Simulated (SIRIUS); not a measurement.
## CuI and the effect of the Hubbard U on Cu d

It takes space group F-43m (No. 216, cubic). The conventional cell has a = 6.063 Å, b = 6.063 Å, c = 6.063 Å, α = 90.00°, β = 90.00°, γ = 90.00°. I (site symmetry -43m) has 4 Cu at 2.63 Å as nearest neighbours. Around Cu (site symmetry -43m) lie 4 I at 2.63 Å.

Kept alike: task single point; functional LDA; k mesh 8 × 8 × 8; occupations fermi-dirac, width 0.05 eV; no spin polarisation. Program: SIRIUS, PseudoDojo 0.4.1 PBE standard (scalar relativistic), cutoff 1254 eV. The mesh is that of the run's cell of 2 atoms. No spin-orbit coupling.

```csv
"Hubbard U on Cu d, U (eV)",band gap (eV),pressure (GPa)
0,0.852,-4.55
2,1.232,?
4,1.534,-3.87
6,1.765,-3.55
8,1.940,-3.26
```

Pressure is positive in compression; the values hold the error of the finite cutoff, so their zero can differ a little from the energy's minimum. U acts here on a shell without spin polarisation. Spin-orbit coupling, left out here, moves the band edges of heavy atoms and can close or invert small gaps. How U acts hangs on the program's projectors. A gap read on the mesh alone can miss an edge between its points. All rows use potentials made for PBE.

Task: Fit the rows shown and predict the run at 2 eV.

Result: A least-squares line through the rows shown is pressure = 0.1621 U - 4.537 (largest miss 0.020); at U = 2 it gives -4.21 GPa. The run gave: pressure -4.20 GPa.
